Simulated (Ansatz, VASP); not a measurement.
AgI: VASP beside Ansatz

File INCAR:

```
PREC = Accurate ; ENCUT = 520
EDIFF = 1E-6 ; ISMEAR = 0
SIGMA = 0.05 ; LREAL = F
LASPH = T ; NELM = 60
ALGO = Normal ; ISIF = 2
LWAVE = F ; LCHARG = F
GGA = PS ; NBANDS = 16
```

Contents of KPOINTS:

```
Automatic mesh
0
Gamma
  8 8 8
```

POSCAR

```
AgI
1.0
    0.0000000000      3.2032672445      3.2032672445
    3.2032672445      0.0000000000      3.2032672445
    3.2032672445      3.2032672445      0.0000000000
Ag I
1 1
Direct
    0.0000000000      0.0000000000      0.0000000000
    0.7500000000      0.7500000000      0.7500000000
```

Input for Ansatz:

```yaml
crystal:
  lattice:
    - [0.0, 3.2032672445, 3.2032672445]
    - [3.2032672445, 0.0, 3.2032672445]
    - [3.2032672445, 3.2032672445, 0.0]
  atoms:
    - { symbol: Ag, position: [0.0, 0.0, 0.0] }
    - { symbol: I, position: [0.75, 0.75, 0.75] }
basis:
  ecutwfc: 420
  ecutrho_ratio: 4
kpoints:
  mp_grid: { grid: [8, 8, 8] }
hamiltonian:
  xc: pbesol
scf:
  occupations: { method: gaussian, width: 0.05 }
output:
  forces: true
  stress: true
  eigenvalues: true
```

Alike in both runs: task single point; functional PBEsol; k mesh 8 × 8 × 8; occupations gaussian, width 0.05 eV; no spin polarisation.

```csv
,VASP,Ansatz
version,VASP 6.6.1,Ansatz 0.2.0
potentials or method,"VASP PAW PBE potentials, release 64 (Ag, I)","scalar-relativistic, plane waves, PAW"
plane-wave cutoff (eV),520,420
valence electrons in the cell,18,36
```

|  | VASP | Ansatz | Ansatz less VASP |
| --- | --- | --- | --- |
| gap on the k mesh at the Fermi level (eV) | 1.20 | 1.20 | -0.003 |
| least direct gap on the mesh (eV) | 1.20 | 1.20 | -0.003 |
| pressure (GPa) | 0.7 | 0.7 | +0.05 |

With one functional, cell and mesh, what is left measures potentials, basis and numerics. The two sets of potentials don't hold the same shells in valence.

Caveats: the PAW data sets were made with another functional, which shifts forces and pressure a little (VASP); spin-orbit coupling is left out, which moves the levels of the heavy elements. Expect the measured gap to be larger: semilocal functionals such as PBEsol lack the derivative discontinuity.
